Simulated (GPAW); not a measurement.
# CuI (P4/nmm) in GPAW: reference runs

Reference runs on CuI: the cell as given.

Everything below comes from runs of GPAW 26.7.0. Logs are shortened: lines on timing, memory, paths and dates and some standing lists are left out, and cuts for length are marked. The log counts tension as positive stress, the text compression.

## (1) Starting point

It takes space group P4/nmm (No. 129, tetragonal). Conventional cell: a = 4.090 Å, b = 4.090 Å, c = 6.551 Å, α = 90.00°, β = 90.00°, γ = 90.00°. I (site symmetry 4mm) has 4 Cu at 2.65 Å as nearest neighbours. Cu (site symmetry -4m2) has 4 I at 2.65 Å and 4 Cu at 2.89 Å as nearest neighbours.

Measurements of this composition are mostly on another form, of space group No. 216.

## (2) Single point, PBEsol

run.py

```python
from ase import Atoms
from ase.dft.bandgap import bandgap
from ase.io import write
from ase.units import Bohr, GPa
from gpaw import GPAW, PW, setup_paths
from gpaw.elf import elf_from_dft_calculation

setup_paths.insert(0, '.')

atoms = Atoms(['I', 'I', 'Cu', 'Cu'],
              cell=[[4.09019619, 0.0, 0.0],
                    [0.0, 4.09019619, 0.0],
                    [0.0, 0.0, 6.55145804]],
              scaled_positions=[[0.0, 0.5, 0.74303436],
                                [0.5, 0.0, 0.25696564],
                                [0.0, 0.0, 0.0],
                                [0.5, 0.5, 0.0]],
              pbc=True)

calc = GPAW(mode=PW(600),
            xc='PBEsol',
            kpts={'size': (7, 7, 4), 'gamma': True},
            occupations={'name': 'fermi-dirac', 'width': 0.05},
            nbands=34,
            convergence={'density': 1e-05, 'energy': 1e-05},
            maxiter=150,
            txt='gpaw.txt')
atoms.calc = calc
energy = atoms.get_potential_energy()
forces = atoms.get_forces()
stress = atoms.get_stress()
calc.write('gs.gpw')
write('result.traj', atoms)
print(f'Energy: {energy:.6f} eV')
print('Forces (eV/A):')
print(forces.round(4))
print('Stress (GPa):', (stress / GPa).round(3))
print('Fermi level:', round(calc.get_fermi_level(), 4), 'eV')
print(f'Gap: {bandgap(calc)[0]:.4f} eV, direct: {bandgap(calc, direct=True)[0]:.4f} eV')

# fields on the real-space grid
write('density.cube', atoms, data=calc.get_pseudo_density() * Bohr**3)
write('potential.cube', atoms, data=calc.get_electrostatic_potential())
write('elf.cube', atoms, data=elf_from_dft_calculation(calc).data)
```

Potentials or basis: PAW data sets generated in the run's folder for this functional, pw.

Command:

```bash
$ gpaw-setup -f PBEsol Cu I
$ OMP_NUM_THREADS=1 python run.py
```

gpaw.txt:

```text
__  _  _
 | _ |_)|_||  |
 |__||  | ||/\| - 26.7.0

Input parameters:
  mode=PW(ecut=600.0),
  convergence={'density': 1e-05, 'energy': 1e-05},
  kpts=MonkhorstPack(size=(7, 7, 4), gamma=True),
  maxiter=150,
  nbands=34,
  occupations=Occupations(name='fermi-dirac', width=0.05),
  xc=XC(name='PBEsol')

Diagonalizing LCAO Hamiltonian
Converting LCAO to pw mode
    .---------.
   /|         |
  / |         |
 *  |         |
 |I |         |
 |  |         |
 |  |         |
 |  |         |
 |  .---------.
 | /  I      /
 |/    Cu   /
 Cu--------*

Atoms  # Å, Bohr magnetons
|   | symbol |        x |        y |        z |    initial magnetic moments |
|---|--------|----------|----------|----------|-----------------------------|
| 0 |      I | 0.000000 | 2.045098 | 4.867958 | ( 0.0000,  0.0000,  0.0000) |
| 1 |      I | 2.045098 | 0.000000 | 1.683500 | ( 0.0000,  0.0000,  0.0000) |
| 2 |     Cu | 0.000000 | 0.000000 | 0.000000 | ( 0.0000,  0.0000,  0.0000) |
| 3 |     Cu | 2.045098 | 2.045098 | 0.000000 | ( 0.0000,  0.0000,  0.0000) |

Unit cell  # Å
| periodic |        x |        y |        z |  lengths |    angles |
|----------|----------|----------|----------|----------|-----------|
|      yes | 4.090196 | 0.000000 | 0.000000 | 4.090196 | 90.000000 |
|      yes | 0.000000 | 4.090196 | 0.000000 | 4.090196 | 90.000000 |
|      yes | 0.000000 | 0.000000 | 6.551458 | 6.551458 | 90.000000 |

Number of symmetries: 8
Symmetry operations  # r_c * U_cc + t_c -> r_c
|   | kind |            matrix            |
|---|------|------------------------------|
| 0 |  E   |  1, 0, 0,  0, 1, 0,  0, 0, 1 |
| 1 |  σ   |  1, 0, 0,  0,-1, 0,  0, 0, 1 |
| 2 |  C2  |  0, 1, 0,  1, 0, 0,  0, 0,-1 |
| 3 |  S4  |  0, 1, 0, -1, 0, 0,  0, 0,-1 |
| 4 |  S4  |  0,-1, 0,  1, 0, 0,  0, 0,-1 |
| 5 |  C2  |  0,-1, 0, -1, 0, 0,  0, 0,-1 |
| 6 |  σ   | -1, 0, 0,  0, 1, 0,  0, 0, 1 |
| 7 |  C2  | -1, 0, 0,  0,-1, 0,  0, 0, 1 |

BZ-sampling:
  Number of BZ points: 196
  Number of IBZ points: 30

  Monkhorst-Pack size: [7, 7, 4]
  Monkhorst-Pack shift: [0.0, 0.0, 0.125]

K-points  # in reciprocal-cell coordinates
|     |                                coordinates |     weight |
|-----|--------------------------------------------|------------|
|   0 | (  0.00000000,   0.00000000,   0.00000000) | 0.00510204 |
|   1 | (  0.00000000,   0.00000000,   0.25000000) | 0.01020408 |
|   2 | (  0.00000000,   0.00000000,   0.50000000) | 0.00510204 |
|   3 | (  0.14285714,   0.00000000,   0.00000000) | 0.02040816 |
|   4 | (  0.14285714,   0.00000000,   0.25000000) | 0.04081633 |
|   5 | (  0.14285714,   0.00000000,   0.50000000) | 0.02040816 |
|   6 | (  0.14285714,   0.14285714,   0.00000000) | 0.02040816 |
|   7 | (  0.14285714,   0.14285714,   0.25000000) | 0.04081633 |
|   8 | (  0.14285714,   0.14285714,   0.50000000) | 0.02040816 |
|   9 | (  0.28571429,   0.00000000,   0.00000000) | 0.02040816 |
| ... |                                            |            |
|  29 | (  0.42857143,   0.42857143,   0.50000000) | 0.02040816 |

Plane wave coefficients: 3680
Cutoff: 600.0 eV

Spin-components: 1 (collinear spins)
Bands:           34
Projectors:      22
Spin-degeneracy: 2
Datatype:        complex128

Parallelization:
  kpt:    1
  domain: 1
  band:   1

Density:
  Valence electrons: 36.0
  Components: 1
  Grid points: [24 24 40]
  Charge: 0.0  # |e|

Potential:
  Grid points: [24 24 40]

species:
  I:
    name:    Iodine
    Z:       53.0
    valence: 7
    core:    46
    charge:  0.0  # [|e|]
    compensation charges:
      type: gauss
      rc: 0.37  # [Å]
      lmax: 2
    cutoffs:
      filter: 2.06  # [Å]
      core: 2.90  # [Å]
    projectors
    | kind |    occ | energy [eV] | rcut [Å] |
    |------|--------|-------------|----------|
    |   5s |  2.000 |     -17.423 |    1.164 |
    |   5p |  5.000 |      -7.100 |    1.164 |
    |    s |        |       9.788 |    1.164 |
    |    p |        |      20.112 |    1.164 |
    |    d |        |       0.000 |    1.164 |

    Using partial waves for I as LCAO basis

  Cu:
    name:    Copper
    Z:       29.0
    valence: 11
    core:    18
    charge:  0.0  # [|e|]
    compensation charges:
      type: gauss
      rc: 0.33  # [Å]
      lmax: 2
    cutoffs:
      filter: 2.06  # [Å]
      core: 2.43  # [Å]
    projectors
    | kind |    occ | energy [eV] | rcut [Å] |
    |------|--------|-------------|----------|
    |   4s |  1.000 |      -4.607 |    1.164 |
    |   4p |  0.000 |      -0.637 |    1.164 |
    |   3d | 10.000 |      -5.060 |    1.058 |
    |    s |        |      22.604 |    1.164 |
    |    p |        |      26.574 |    1.164 |
    |    d |        |      22.151 |    1.058 |

    Using partial waves for Cu as LCAO basis

Reference energy: -476888.961546  # eV

eigensolver:
  PPCG
  Converge bands: occupied
  niter=2

density mixing:
  MSR1-Mixer
  Pratt-step length: 0.05
  Maximum mixing coefficient: 0.75
  Old densities: 10
  SVD Regularization: 0.005
  Good broyden scale: 1.0
  Trust region scale: 1.0
  Backstep threshold: 4.0
  History deletion threshold: 6.0
  Fourier metric: weight=20.0, sigma=0.015

occupation numbers:
  Fermi-Dirac:
    width: 0.0500  # eV

poisson solver:
  ecut: 4800.0  # eV

xc functional:
  name: PBEsol with 2 nearest neighbor stencil

convergence criteria:
- Maximum integral of absolute [dens]ity change: 1e-05 electrons / valence electron
- Maximum [total energy] change in last 3 cyles: 1e-05 eV / valence electron
- Maximum integral of absolute [eigenst]ate change: 4e-08 eV^2 / valence electron
maximum number of iterations: 150

SCF iterations
|iter     | |      energy | eigst |  dens |
|---------|-|-------------|-------|-------|
|iter:   1| |  -13.016961 | +0.18 |       |
|iter:   2| |  -12.757328 | -2.01 | -1.24 |
|iter:   3| |  -12.391636 | -1.72 | -1.32 |
|iter:   4| |  -12.378693 | -3.67 | -1.75 |
|iter:   5| |  -12.370574 | -3.63 | -1.95 |
|iter:   6| |  -12.370063 | -4.86 | -2.51 |
|iter:   7| |  -12.370071 | -5.62 | -3.43 |
|iter:   8| |  -12.370064c| -6.07 | -3.61 |
|iter:   9| |  -12.370065c| -7.17 | -3.90 |
|iter:  10| |  -12.370065c| -7.68c| -4.69 |
|iter:  11| |  -12.370065c| -8.09c| -5.10c|

Converged in 11 steps
Energy contributions relative to reference atoms: (reference = -476888.961546)

Energy contributions:
  Kinetic:          -2.767748
  Coulomb:           0.949798
  Zero:              0.006148
  External:          0.000000
  Xc:              -10.558263
  Entropy:          -0.000000
  Spinorbit:         0.000000
  ----------------------------
  Free energy:     -12.370065
  Extrapolated:    -12.370065

dipole moment: (-28.775506, -28.775506, -27.925280)  # |e|*Ang

Fermi level: 5.105
Eigenvalues  # (at kpt = [0.000, 0.000, 0.000])
| band index |      eig [eV] | occ [0-2] |
|------------|---------------|-----------|
|          0 |        -9.624 |     2.000 |
|        ... |               |           |
|         10 |         2.470 |     2.000 |
|         11 |         2.842 |     2.000 |
|         12 |         2.967 |     2.000 |
|         13 |         2.967 |     2.000 |
|         14 |         3.169 |     2.000 |
|         15 |         3.517 |     2.000 |
[... 8 lines left out ...]
|         24 |        12.739 |     0.000 |
|         25 |        13.163 |     0.000 |
|        ... |               |           |
|         33 |        17.212 |     0.000 |

Gap: 1.494 eV
Transition (v -> c):
  (s=0, k=0, n=17, [0.00, 0.00, 0.00]) -> (s=0, k=0, n=18, [0.00, 0.00, 0.00])
No difference between direct/indirect transitions

Forces  # eV/Ang
|        x |       y |        z |
|----------|---------|----------|
|  0.00000 | 0.00000 |  0.06608 |  # I    0
|  0.00000 | 0.00000 | -0.06608 |  # I    1
| -0.00000 | 0.00000 |  0.00000 |  # Cu   2
|  0.00000 | 0.00000 |  0.00000 |  # Cu   3

Stress tensor  # eV/Ang^3
|        x |        y |        z |
|----------|----------|----------|
| 0.006920 | 0.000000 | 0.000000 |
| 0.000000 | 0.006920 | 0.000000 |
| 0.000000 | 0.000000 | 0.003778 |

# Writing to gs.gpw (mode='')
```

Wall time 68 s (1 thread of Arm Neoverse V2, shared host); peak memory 0.25 GiB.

What came out:

```yaml
Free_energy: -12.3701 eV
Pressure: -0.9 GPa
Largest_force: 0.066 eV/Å
Band_gap_on_the_k_mesh: 1.49 eV, direct
```

Forces on the atoms (eV/Å):
```
I    0.000  0.000  0.066
I    0.000  0.000 -0.066
Cu   0.000  0.000  0.000
Cu   0.000  0.000  0.000
```

Stress tensor (GPa, compression positive):
```
-1.11  0.00  0.00
 0.00 -1.11  0.00
 0.00  0.00 -0.61
```

Caveat: with this Cu data set, volumes or pressures lay over 1.5 % or 2 GPa off other programs in two to four cells of ten; spin-orbit coupling is left out, which moves the levels of the heavy elements; this functional lacks dispersion, which binds the layers, so the pressure and a relaxed spacing across them are unreliable.
